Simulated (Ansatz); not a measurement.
All numbers below come from DFT PBE, scalar-relativistic, plane waves, PAW (Ansatz 0.2.0). Settings: cutoff 420 eV, Γ-centred meshes spaced at most about 0.3 Å⁻¹ (2π included), Gaussian smearing. No spin polarisation.

All energies are static (0 K, no zero-point motion).

Compare these two cells of LiH, each relaxed at this level.

1.

```
Li H
1.0
     2.69062    0.00000    0.00000
     0.00000    2.69062    0.00000
     0.00000    0.00000    4.35998
Li H
1 1
Direct
  0.00000 0.00000 0.00000
  0.50000 0.50000 0.00000
```

2.

```
Li H
1.0
     0.00000    2.00400    2.00400
     2.00400    0.00000    2.00400
     2.00400    2.00400    0.00000
Li H
1 1
Cartesian
  0.0000 0.0000 0.0000
  2.0040 2.0040 2.0040
```

Question: Which form is favoured at zero pressure, and by what margin per atom?

Answer: Cell 2 is lower, by 175 meV/atom. Cell 1 has space group P4/mmm (No. 123), 15.8 Å³/atom and a gap of 0.32 eV on its mesh; cell 2 has the rock salt type, space group Fm-3m (No. 225), 8.0 Å³/atom and a gap of 2.98 eV. Counting H atoms around Li (those within 1.25 times the shortest such distance or 1.15 times the sum of covalent radii, 1.27 where that leaves under three), cell 1 has Li 4 and cell 2 has Li 6. In cell 1, around Li lie 4 H at 1.90 Å; H is surrounded by 4 Li at 1.90 Å. In cell 2, Li has 6 H at 2.00 Å; H has 6 Li at 2.00 Å. Origin: cell 1, invented; cell 2, reached from a cell as deposited in COD, among other starts.

Weakly bound directions are ill-defined at this level, which has no dispersion term (P4/mmm), and this can change margins and order among such cells. Kohn–Sham gaps at this level usually fall short of measured ones. With hydrogen, zero-point motion can shift such differences by 10 meV/atom or more. Cells relaxed within their symmetry can be saddle points.
